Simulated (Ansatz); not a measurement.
# MnS: the cost of one run

Method: DFT PBEsol, scalar-relativistic, plane waves, PAW, in Ansatz 0.2.0.

1 further run of the same task is left out (set aside as unsound or not needed).

## Step 1: The structure to begin with

It takes space group F-43m (No. 216, cubic). Conventional cell: a = 5.464 Å, b = 5.464 Å, c = 5.464 Å, α = 90.00°, β = 90.00°, γ = 90.00°. Mn (site symmetry -43m) is surrounded by 4 S at 2.37 Å. Around S (site symmetry -43m) lie 4 Mn at 2.37 Å.

As a file:

```xyz
2
Lattice="0.0000 2.7319 2.7319 2.7319 0.0000 2.7319 2.7319 2.7319 0.0000" Properties=species:S:1:pos:R:3 pbc="T T T"
Mn    0.0000    0.0000    0.0000
S     1.3660    1.3660    1.3660
```

This cell was relaxed beforehand with the same method: volume 20.39 Å³/atom, gap on the mesh none (metal), site moments up to 3.9 μB.

## Step 2: Bands, states and charges

Contents of input.yaml:

```yaml
crystal:
  lattice:
    - [0.0, 2.7319313548, 2.7319313548]
    - [2.7319313548, 0.0, 2.7319313548]
    - [2.7319313548, 2.7319313548, 0.0]
  atoms:
    - { symbol: Mn, position: [0.0, 0.0, 0.0], spin: 4.29 }
    - { symbol: S, position: [0.25, 0.25, 0.25] }
basis:
  ecutwfc: 420
kpoints:
  mp_grid: { grid: [14, 14, 14] }
  band_path:
    path:
      - [[0.0, 0.0, 0.0], [-0.5, -0.5, 0.0], [-0.375, -0.375, 0.25]]
      - [[-0.375, 0.0, 0.375], [0.0, 0.0, 0.0], [0.0, 0.0, 0.5], [-0.5, -0.25, 0.25], [-0.5, -0.5, 0.0]]
    npoints: 14
hamiltonian:
  xc: pbesol
scf:
  occupations: { method: gaussian, width: 0.1 }
  n_extra_bands: 6
output:
  forces: true
  stress: true
  eigenvalues: true
  populations: true
  dos: { projected: true, de: 0.02, nscf_kmesh: { grid: [21, 21, 21] } }
  bader: true
  write_density: true
  write_potential: true
  elf: true
  volumetric_format: npy
magnetization:
  spin_polarized: true
checkpoint:
  read: start.run
  write: ck
  compress: false
  write_wavefunctions: false
  write_every: 100000
```

The run is started by

```sh
$ ansatz run input.yaml --threads 1 --pin off --max-ram 2560MiB --backend cpu --events-out ev --progress --plain --runs-dir out
```

**Question.** How long does this run take on 1 thread of Arm Neoverse V1, shared host, and how much memory does it need?

About 65 s, with a peak of 0.43 GiB.
